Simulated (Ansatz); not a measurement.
The system is I.

```xyz
1
Lattice="0.0000 2.3656 3.9098 2.1922 0.0000 3.9098 2.1922 2.3656 0.0000" Properties=species:S:1:pos:R:3 pbc="T T T"
I     0.0000    0.0000    0.0000
```

- Program: Ansatz 0.2.0
- Task: relaxation of cell and atoms
- Functional: r2SCAN
- Dispersion: D3(BJ)
- Potentials or basis: Ansatz PAW
- Cutoff: 500 eV (not typed: the program's choice for these potentials)
- k mesh: 9 × 9 × 9
- Occupations: fermi-dirac, width 0.05 eV
- Spin: no spin polarisation

At the start: volume 40.55 Å³/atom.

How do energy, volume and symmetry change on relaxing?

It ends after 7 steps and the volume is 38.58 Å³/atom (-4.9 %); space group Fmmm (No. 69, to 0.05 Å).

Step by step:
| step | energy change (eV) | largest force (eV/Å) | volume (Å³) |
| --- | --- | --- | --- |
| 1 | 0.0000 | 0.0000 | 40.55 |
| 2 | -0.0026 | 0.0000 | 39.64 |
| 3 | -0.0040 | 0.0000 | 38.67 |
| 4 | -0.0042 | 0.0000 | 38.63 |
| 5 | -0.0042 | 0.0000 | 38.62 |
| 6 | -0.0042 | 0.0000 | 38.58 |
| 7 | -0.0039 | 0.0000 | 38.58 |

Final structure:
```
CELL_PARAMETERS angstrom
0.00000 2.34906 3.75848
2.18484 0.00000 3.75848
2.18484 2.34906 0.00000
ATOMIC_POSITIONS crystal
I 0.00000 0.00000 0.00000
```

Caveat: the plane-wave basis is chosen anew once the cell has moved, so the energies of steps on either side of that aren't comparable; an odd number of electrons without spin polarisation forces a metal; a magnetic or distorted state may lie lower; pairwise dispersion overbinds metals, which lowers pressure and volume; the PAW data sets come from PBE, with cores solved anew for the run's functional, which leaves a small shift of forces and pressure; the dispersion damping was fitted for another functional or another form of the correction.
